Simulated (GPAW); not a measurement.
Runs of GPAW 26.7.0 on CdS. It takes space group Fm-3m (No. 225, cubic). The conventional cell has a = 5.506 Å, b = 5.506 Å, c = 5.506 Å, α = 90.00°, β = 90.00°, γ = 90.00°. Around Cd (site symmetry m-3m) lie 6 S at 2.75 Å. S (site symmetry m-3m) is surrounded by 6 Cd at 2.75 Å. Measurements of this composition are mostly on another form, of space group No. 186.

```csv
task,level,potentials or basis,cell,k mesh,cutoff (eV),smearing,response ecut,maxiter,response k mesh,response bands,kernels,mesh quality,gap on the mesh (eV),pressure (GPa)
dielectric tensor,PBE,"GPAW PAW data sets (gpaw-data 1.2.1), pw","Fm-3m, 20.87 Å³/atom",7 × 7 × 7,450,fermi-dirac 0.001 eV,80 eV,150,21 × 21 × 21,29,"["RPA", "LR0.1", "LR0.2"]",not flagged,0.50,-
dielectric tensor,PBE,"GPAW PAW data sets (gpaw-data 1.2.1), pw","Fm-3m, 22.12 Å³/atom",7 × 7 × 7,450,fermi-dirac 0.001 eV,80 eV,150,21 × 21 × 21,29,["RPA"],not flagged,(a),-
single point,TB-mBJ,"GPAW PAW data sets for LDA (gpaw-data 1.2.1), pw","Fm-3m, 20.87 Å³/atom",8 × 8 × 8,600,fermi-dirac 0.05 eV,-,150,-,-,-,not flagged,1.64,-
band structure,r2SCAN,"GPAW PAW data sets (gpaw-data 1.2.1), pw","Fm-3m, 20.87 Å³/atom",8 × 8 × 8,600,fermi-dirac 0.05 eV,-,150,-,-,-,not flagged,0.73,-2.4
single point,PBE,"GPAW PAW data sets (gpaw-data 1.2.1), pw","Fm-3m, 20.87 Å³/atom",7 × 7 × 7,450,fermi-dirac 0.05 eV,-,120,-,-,-,not flagged,0.50,(b)
band structure,LDA,"the program's PAW data sets (release 1.2.1) made for this functional, pw","Fm-3m, 20.87 Å³/atom",8 × 8 × 8,600,fermi-dirac 0.05 eV,-,150,-,-,-,not flagged,-,-7.1
```

Alike in all rows: no spin polarisation.

Q: Fill in the values left out.

A: (a) 0.48; (b) -1.7.

Caveats: an odd mesh through Γ misses points on the zone boundary, where band edges often lie (some runs); the gap is small at this level, which inflates the dielectric constant (some runs); the long-wavelength limit can be off by several per cent where d states take part (some runs); the PAW data sets were made with another functional, which shifts forces and pressure a little (some runs); a model potential gives levels but no total energy (some runs); the cutoff is short for stress and forces, so pressures can be off by a GPa or more (some runs).

A k mesh can miss the band edges, and the runs leave out spin-orbit coupling on Cd.
